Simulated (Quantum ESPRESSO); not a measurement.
Crystal: BN.

```
B N
1.0
     2.49824    0.00000    0.00000
    -1.24912    2.16354    0.00000
     0.00000    0.00000    6.63570
B N
2 2
Cartesian
  0.0000 1.4424 1.6589
  1.2491 0.7212 4.9768
  0.0000 1.4424 4.9768
  1.2491 0.7212 1.6589
```

* Program: Quantum ESPRESSO 7.5
* Task: phonons
* Functional: PBE
* Dispersion: D3(BJ)
* Potentials or basis: PseudoDojo 0.4.1 SR PBE standard
* Cutoff: 1143 eV
* Density cutoff: 4572 eV
* k mesh: 12 × 12 × 4
* Occupations: fermi-dirac, width 0.05 eV
* Spin: no spin polarisation
* Mixing beta: 0.5
* Most SCF iterations: 120
* SCF threshold: 8e-10 Ry

The cell and the atoms were relaxed first, to 8.98 Å³/atom (a = 2.505 Å, b = 2.505 Å, c = 6.606 Å, α = 90.00°, β = 90.00°, γ = 120.00°), and the response was taken there.

The first run showed a gap, so the response started from a second, tighter run with fixed occupations.

Where do the zone-centre optical modes lie?

E2g at 47 cm⁻¹ (Raman); B1g at 120 cm⁻¹ (silent); A2u at 749 cm⁻¹ (IR); B1g at 803 cm⁻¹ (silent); E2g at 1359 cm⁻¹ (Raman); E1u at 1359 cm⁻¹ (IR). Polar modes are given without the macroscopic field (transverse values).

Optical modes at Γ, degenerate ones joined, polar ones without the macroscopic field:
| cm⁻¹ | components | symmetry | active in | IR intensity, summed ((D/Å)²/amu) |
| --- | --- | --- | --- | --- |
| 47 | 2 | E2g | Raman | 0.00 |
| 120 | 1 | B1g | silent | 0.00 |
| 749 | 1 | A2u | IR | 4.44 |
| 803 | 1 | B1g | silent | 0.00 |
| 1359 | 2 | E2g | Raman | 0.00 |
| 1359 | 2 | E1u | IR | 110.55 |

Zone-centre frequencies without and with the macroscopic field along z (cm⁻¹):
```csv
,optical modes in rising order
without,47 47 120 749 803 1359 1359 1359 1359
with the field,47 47 120 803 812 1359 1359 1359 1359
```

Born effective charge tensors (e):
atom 1, B
```
2.70 0.00 0.00
0.00 2.70 0.00
0.00 0.00 0.77
```
atom 2, B
```
2.70 0.00 0.00
0.00 2.70 0.00
0.00 0.00 0.77
```
atom 3, N
```
-2.70  0.00  0.00
 0.00 -2.70  0.00
 0.00  0.00 -0.77
```
atom 4, N
```
-2.70  0.00  0.00
 0.00 -2.70  0.00
 0.00  0.00 -0.77
```

Electronic dielectric tensor:
```
4.72 0.00 0.00
0.00 4.72 0.00
0.00 0.00 2.70
```

Static dielectric tensor, electrons and zone-centre modes:
```
6.49 0.00 0.00
0.00 6.49 0.00
0.00 0.00 3.17
```

Caveat: on a mesh that holds Γ this program's dielectric tensor can be off by some percent beyond the error of the mesh.
